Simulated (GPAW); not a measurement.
BN: equation of state with PBE

**What was measured.**

“Effect of nanostructuration on compressibility of cubic BN”, 2012, arxiv:1208.3664 quotes, for a bulk crystal of BN at 300 K: bulk modulus 395 ± 2 GPa.

BN:

```
N B
1.0
     0.00000    1.81300    1.81300
     1.81300    0.00000    1.81300
     1.81300    1.81300    0.00000
N B
1 1
Direct
  0.25000 0.25000 0.25000
  0.00000 0.00000 0.00000
```

The cell is a database's computed one.

```json
{
  "Program": "GPAW 26.7.0",
  "Task": "equation of state",
  "Functional": "PBE",
  "Potentials or basis": "GPAW PAW data sets (gpaw-data 1.2.1)",
  "Cutoff": "800 eV",
  "Basis": "pw",
  "k mesh": "13 × 13 × 13",
  "Occupations": "fermi-dirac, width 0.05 eV",
  "Spin": "no spin polarisation",
  "Maxiter": "150",
  "Eos scales": "[0.94, 0.96, 0.98, 1.0, 1.02, 1.04, 1.06]"
}
```

- Equilibrium volume: 5.96 Å³/atom
- Bulk modulus: 371 GPa
- Pressure derivative of the bulk modulus: 3.7

Energy against volume, from the lowest point:
```tsv
volume (Å³/atom)	energy (meV/atom)
5.602	26.76
5.721	11.38
5.840	2.59
5.959	0.00
6.078	2.84
6.198	10.69
6.317	23.16
```

Run time: 110 s on 1 thread of Arm Neoverse V1, with other jobs on the host, peak memory 0.22 GiB.

Against the measured bulk modulus of BN, 395 GPa (300 K; quoted in “Effect of nanostructuration on compressibility of cubic BN”, 2012, arxiv:1208.3664), the calculated 371 GPa is off by -5.9 %. The fit is for a static lattice scaled at fixed shape and fixed fractional positions.
